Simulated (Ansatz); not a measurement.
Runs of Ansatz 0.2.0 on CaSe. Symmetry: Fm-3m, No. 225, cubic system. Conventional cell: a = 5.912 Å, b = 5.912 Å, c = 5.912 Å, α = 90.00°, β = 90.00°, γ = 90.00°. Around Se (site symmetry m-3m) lie 6 Ca at 2.96 Å. Ca (site symmetry m-3m) has 6 Se at 2.96 Å as nearest neighbours. 

```csv
cell,gap on the mesh (eV),pressure (GPa)
relaxed to 20 GPa,1.06,20.0
relaxed,1.88,0.0
relaxed to 5 GPa,1.64,5.0
relaxed to 30 GPa,(b),30.0
relaxed to 10 GPa,(a),10.0
```

Alike in all rows: task relaxation of cell and atoms; level PBEsol; potentials or basis all-electron LAPW, scalar-relativistic; no spin polarisation; k mesh 8 × 8 × 8; smearing fermi-dirac 0.05 eV; basis error allowed 0.001 eV/atom.

Q: Fill in the values left out.

A: (a) 1.43; (b) 0.72.

A k mesh can miss the band edges, and the runs leave out spin-orbit coupling on Se.
